# How high does a strained TiAl layer stand?

A layer of CsCl-type TiAl that follows a square template takes its base from the template, and someone has to decide which layer height goes into the thickness and stress budget. A simple shortcut keeps the volume constant: widen both edges of the base by 1 % and take 2 % off the height. For this crystal the shortcut fails near the cubic shape. Between base strains of −4 % and 0, the only range where the calculation locates the free height, the height drops on average by about 3.5 % for each 1 %, so that there the wider base ends up with the smaller volume. Further from the cube the excess is expected to fade. The calculation strains the bulk crystal, so the surface of the layer and its bond to the template are left out.

CsCl-type TiAl (a = 3.179 Å, not relaxed at this level) with in-plane strains of −0.08, −0.04, 0, 0.04 and 0.08 in rows 1 to 5. Ansatz 0.2.0, plane-wave PAW, scalar-relativistic LDA, no spin polarisation, cutoff 420 eV, Γ-centred 16×16×16 k mesh, Gaussian smearing of 0.15 eV. Free energies are relative to the unstrained cell; pressure is positive in compression.

```tsv
strain zz	energy change row 1 (meV/atom)	energy change row 2 (meV/atom)	energy change row 3 (meV/atom)	energy change row 4 (meV/atom)	energy change row 5 (meV/atom)	pressure row 2 (GPa)	pressure row 3 (GPa)	pressure row 4 (GPa)
-0.08	251.8	65.4	-15.8	-16.3	44.5	17.81	4.48	-4.86
-0.04	140.9	16.1	-17.1	20.7	111.9	10.21	-1.26	-9.16
0	52.1	-14.0	0.0	74.1	193.8	4.03	-5.82	-12.48
0.04	-17.3	-32.0	26.8	136.9	283.6	-1.07	-9.45	-15.02
0.08	-68.0	-39.1	58.6	202.6	375.9	-5.29	-12.39	-16.97
```

Two strains are varied. The strain zz, called $z$ below, changes the height, and each line of the table is one height. The number in a column head counts the strains $e$ of the square base, from −0.08 for row 1 in steps of 0.04 to +0.08 for row 5. Energies are counted from the unstrained cube, and the pressure is the mean over the three axes, positive in compression.

## Two lines that behave differently

In the last line, where the cell is tallest, the energy climbs steadily as the base widens, from −68.0 to 375.9 meV/atom. In the first line, where the cell is flattest, it falls from 251.8 meV/atom to a shallow floor and then rises again. Part of this is plain volume: tall and wide means a stretched crystal, flat and narrow a squeezed one. The low energies lie where one strain offsets the other, in tall narrow cells and in flat wide ones.

The starting cube is not at rest. Its pressure is −5.82 GPa, which means that it is held under tension and would lower its energy by shrinking. A smooth curve through the five cubic cells of the scan puts the lowest energy at an edge 1.7 % shorter. LDA commonly gives short edges, which agrees with this tension, but there is no second functional here to test that reading. The LDA runs also used PAW datasets made for PBE, which may shift the edge, and spin was switched off, so a magnetic state of lower energy is not excluded. A negative energy in the table is therefore not yet a sign that the crystal prefers another shape.

## Three cells of nearly the same volume

Shape can be separated from volume by comparing the cube with two cells that have almost its volume. One has its base squeezed by 4 % and its height stretched by 8 %; the other has its base stretched by 4 % and its height squeezed by 8 %. Both have 0.995 times the volume of the cube, and their mean pressures lie within 1 GPa of the cube's. Yet the tall cell is 39.1 meV/atom lower than the cube, and the flat one 16.3 meV/atom lower.

The small contraction cannot supply this. Half a per cent of 16.07 Å³ is 0.08 Å³, and giving up that much volume under a tension of 5.8 GPa lowers the energy by only about 3 meV/atom. The rest comes from the change of shape. At fixed volume this crystal lowers its energy by ceasing to be a cube, whether it grows taller or flatter.

The same holds across the map. When the energy of a cube of equal volume is subtracted from each of the twenty tetragonal cells, the remainder is negative in every one. For the smallest distortions it is only a few meV/atom, but still more than the misfit of the curve through the cubic cells, which stays below 1 meV/atom. The stresses of the same runs agree with the sign: in each tetragonal cell they push the shape further from the cube.

## Where the gain leads

The tall direction has a familiar end point. If a CsCl-type cell is lengthened until the ratio of height to base edge, $c/a$, reaches $\sqrt2$, its atoms sit on the sites of a face-centred cubic lattice in alternating layers of Ti and Al. This is the L1₀ structure, the known structure of TiAl, and the route to it is the Bain path. The scan stops at $c/a = 1.17$, so it shows the beginning of the slope and not the valley.

Geometry also suggests why tall beats flat. Each atom has eight unlike neighbours at the corners of a cube around it and six like neighbours slightly further out. Lengthening the cell at fixed volume brings four of the like neighbours closer, those in the plane of the base, on the way to twelve equal neighbours in L1₀. Flattening it brings in only the two along the height. That this count decides the energy is a plausible argument and no more, since the scan does not resolve which electronic states provide the gain.

The size of the asymmetry is clear from two opposite corners of the map. With the base squeezed and the height stretched by 8 %, the shape alone lowers the energy by 62 meV/atom. With both signs reversed it gives 22 meV/atom. These corners differ in volume as well, but the two cells of nearly equal volume compared above show the same order. Symmetry permits such a difference, because pulling a cube along one axis and pushing it along that axis do not produce equivalent cells.

## Why the height overreacts

Now fix the base and let the height find its own value. If the base is widened, the stiffness against volume change asks the height to shrink, and constant volume would be restored at twice the strain of the base. By then the cell is flatter than a cube, and the shape energy pulls it flatter still. The height keeps falling until the cost of the lost volume balances the gain in shape. A squeezed base runs the same argument upwards.

For small strains, counted from the cube of lowest energy, the relative change of volume is $2e+z$ and the change of shape is $z-e$. The energy per atom is then

$$E=\tfrac12 K(2e+z)^2-A(z-e)^2 .$$

Here $K$ measures the resistance to a change of volume, and $A$ the gain from leaving the cubic shape. At the free height the derivative with respect to $z$ vanishes, $K(2e+z)=2A(z-e)$, which gives

$$\frac{z}{e}=-2\,\frac{K+A}{K-2A}.$$

With $A=0$ this is −2, the constant-volume rule. A positive $A$ acts twice, since it raises the numerator and lowers the denominator.

Both constants come from energies. A least-squares curve through the five cubic cells, quadratic in $V^{-2/3}$ with $V$ the volume, gives a bulk modulus of 124 GPa. The volume per atom at its minimum is $16.07\times0.983^3=15.3$ Å³, and the product of the two is $K=11.8$ eV. For $A$, the shape energies along the diagonal of the map where base and height have opposite strains were fitted with a quadratic and a cubic term in $\ln(c/a)$. The quadratic term gives $A=1.65$ eV, an average over the range of the scan. The shape energies of the cells next to the cube point to a somewhat larger value, near 2 eV, so the estimate below is if anything low in size.

The estimate is therefore

$$\frac{z}{e}=-2\times\frac{11.8+1.65}{11.8-3.3}\approx-3.2 .$$

Although $A$ is only about a seventh of $K$, it makes the response more than half as large again as the constant-volume rule.

## What the stresses say

The stress along the height gives the response directly, and it did not enter the fits, although the energies of some of the same cells did. For the unstrained base this stress vanishes at $z=-0.056$. For the base squeezed by 4 % it vanishes at $z=+0.085$, a short extrapolation past the last line of the table. The ratio between these two points is −3.5, but this is an average over a curved path. The cube of lowest energy, with both strains at −0.017, lies between them and is free of stress too. From there to the wider base the ratio is about −2.3, and to the narrower one about −4.5. The simple formula, made for small strains around that cube, gives a value between the two. It leaves out the asymmetry between tall and flat cells, which is expected to bend the path in this way: the stronger gain on the tall side lifts the height over a narrow base, while the weaker gain on the flat side lets it sink less over a wide one.

In lengths, the free height goes from $3.179\times1.085=3.45$ Å on the narrower base to $3.179\times0.944=3.00$ Å on the unstrained one. The volume falls by 5.6 % while the area of the base grows. Constant volume would have left the height near 3.18 Å. A thickness budget that carries the shortcut from the narrower base to the unstrained one would thus be wrong by about 6 % of the layer height. Most of that error sits on the squeezed side. Counted from the stress-free cube, with 0.950 of the starting volume, the shortcut gives $z=-0.050$ on the unstrained base, less than 1 % off, but $0.950/0.9216-1\approx+0.031$ on the narrower one, about 5 % short. Outside this range the free heights leave the scan. Straight lines through the last two stresses put them near +0.17 for a base at −8 % and near −0.13 for a base at +4 %, which brings the ratio back to about −2. These are long extrapolations, but they suggest that the overshoot belongs to cells near the cube.

Put as a Poisson ratio $\nu$ for strain along the cube axes, where $z/e=-2\nu/(1-\nu)$, the average response corresponds to $3.5/5.5\approx0.64$. A stable isotropic solid cannot exceed 0.5, so no handbook entry for such a solid would reproduce it. The high value is the instability of the cube seen from the side: the elastic constant $C_{12}$, which couples two axes, exceeds $C_{11}$, which stiffens one. In a neighbouring compound whose cubic form resists tetragonal strain, $A$ is negative and the height responds by less than twice the strain of the base.

The free height is nevertheless a proper minimum as long as the template holds the base. In each column the energy curves upwards with $z$, which in the formula means that $K$ is larger than $2A$. Without the template, base and height can change together, and the cube slides away. Distortions that shift the atoms or skew the cell were not examined, so stability is shown for the height alone.

## Reading the uneven columns

The columns now fall into place. For the two squeezed bases the free height lies above the scan, so their energies fall down the whole column. For the two stretched bases it lies below the scan, and their energies rise throughout. Only the unstrained base has its free height inside, which is why its column alone turns round.

The shallow floor of the first line is a balance between volume and shape. Going from the unstrained base to the one stretched by 4 % costs about 6 meV/atom in volume and gains about 7 in shape. The two energies, −15.8 and −16.3 meV/atom, are a tie: when the effect of the smearing is extrapolated away, their order reverses.

In the last line there is no such balance: widening the base costs energy in volume and gives up the gain in shape as well. The lowest cell of the map, at −68.0 meV/atom, owes only about 6 of these to volume and the rest to shape. It is still far from rest, with a compressive stress along the height more than six times that in the plane. A mean pressure would hide this, because it follows the volume and hardly notices the shape.

How far can the two-part picture be trusted? On the sixteen cells that neither fit used, volume alone misses the energy by 16 meV/atom (root mean square), and volume plus shape by 2.5. The largest misses, up to about 6 meV/atom, are in tall cells, where the model makes the gain too small. Since the tall side is also the way to L1₀, the fitted curve should not be continued there.

That leaves the question that matters most for a strongly squeezed base. With the base at −8 %, the ratio $\sqrt2$ would be reached at a height strain of $0.92\times1.414-1\approx+0.30$, far beyond the last line. Does the layer come to rest before that height, or does it go all the way to L1₀? The stresses point to an earlier rest. Along the height they fall from 17.66 to 12.18 GPa over the last step, and a straight line through the two reaches zero near +0.17, where $c/a$ is about 1.27. At +0.30 the cell would have 1.10 times the starting volume, against 0.950 for the stress-free cube. The full ratio is therefore expected only on a still narrower base, and a taller scan would be needed to confirm it.
